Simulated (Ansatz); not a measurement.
# CdSe: the cell at several levels of theory

The task here is to estimate one member of a computed series from the others.

Code: Ansatz 0.2.0. PAW datasets, plane waves, zero pressure. The values are computed, spin-unpolarised, and not measurements.

### The system as given

This is the cell as the run starts from it, not yet at rest; its lengths are not the crystal's.

It is hexagonal, P6_3mc (No. 186); a = 4.185 Å, c = 6.834 Å in the conventional setting, 25.91 Å³ an atom. Cd has 4 Se at 2.56 Å; Se has 4 Cd at 2.56 Å.

As a file:

```
CELL_PARAMETERS angstrom
4.18471 0.00000 0.00000
-2.09235 3.62406 0.00000
0.00000 0.00000 6.83363
ATOMIC_POSITIONS crystal
Cd 0.33333 0.66667 0.00000
Cd 0.66667 0.33333 0.50000
Se 0.33333 0.66667 0.37500
Se 0.66667 0.33333 0.87500
```

The first run:

File input.yaml:

```yaml
crystal:
  lattice:
    - [4.1847082766, 0.0, 0.0]
    - [-2.0923541383, 3.6240636749, 0.0]
    - [0.0, 0.0, 6.8336286156]
  atoms:
    - { symbol: Cd, position: [0.3333333333, 0.6666666667, 0.0] }
    - { symbol: Cd, position: [0.6666666667, 0.3333333333, 0.5] }
    - { symbol: Se, position: [0.3333333333, 0.6666666667, 0.375] }
    - { symbol: Se, position: [0.6666666667, 0.3333333333, 0.875] }
kpoints:
  mp_grid: { grid: [6, 6, 4] }
hamiltonian:
  xc: pbe
scf:
  occupations: { method: fermi_dirac, width: 0.02 }
relax:
  f_tol: 0.005
  cell: {}
```

Run with:

```bash
$ ansatz run input.yaml --threads 4 --pin off --max-ram 7372MiB --backend cpu --events-out ev --progress --plain --runs-dir out
```

Steps of the session up to this table: PBE: cell and atoms; r2SCAN: cell and atoms; Relaxation with PBEsol; Relaxing with LDA; Relaxation with HSE06.

One table of the session follows, with a row left open; its other results are not shown here.

| level | a (Å) | c (Å) | volume (Å³/atom) |
| --- | --- | --- | --- |
| PBE | 4.384 | 7.156 | 29.776 |
| r2SCAN | ? | ? | ? |
| PBEsol | 4.303 | 7.019 | 28.137 |
| LDA | 4.250 | 6.940 | 27.137 |
| HSE06 | 4.348 | 7.085 | 28.999 |

**Question.** Estimate the row for r2SCAN.

As computed: a (Å): 4.341; c (Å): 7.077; volume (Å³/atom): 28.868. In the column «a (Å)» it lies between PBEsol (4.303) and HSE06 (4.348).
